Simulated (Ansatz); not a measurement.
The system is ZnO (zincite).

```
Zn O
1.0
     3.24931    0.00000    0.00000
    -1.62465    2.81398    0.00000
     0.00000    0.00000    5.20571
Zn O
2 2
Direct
  0.66667 0.33333 0.00000
  0.33333 0.66667 0.50000
  0.33333 0.66667 0.87901
  0.66667 0.33333 0.37901
```

Program: Ansatz 0.2.0. Alike in all runs: task band structure; potentials or basis Ansatz PAW; no spin polarisation; cell as given; k mesh 5 × 5 × 3; smearing fermi-dirac 0.05 eV; the mesh is coarse, so values aren't converged.

Q: Order these runs on this cell by their pressure, lowest first.
A. level B3LYP; cutoff (eV) 420
B. level r2SCAN0; cutoff (eV) 500
C. level HSE06; cutoff (eV) 420
D. level r2SCAN50; cutoff (eV) 500

A: D (-5.0 GPa), B (-3.2 GPa), C (0.5 GPa), A (4.4 GPa).

Caveats: all runs use coarse meshes; the PAW data sets come from PBE, with cores solved anew for the run's functional, which leaves a small shift of forces and pressure; the thresholds are loose for stress.
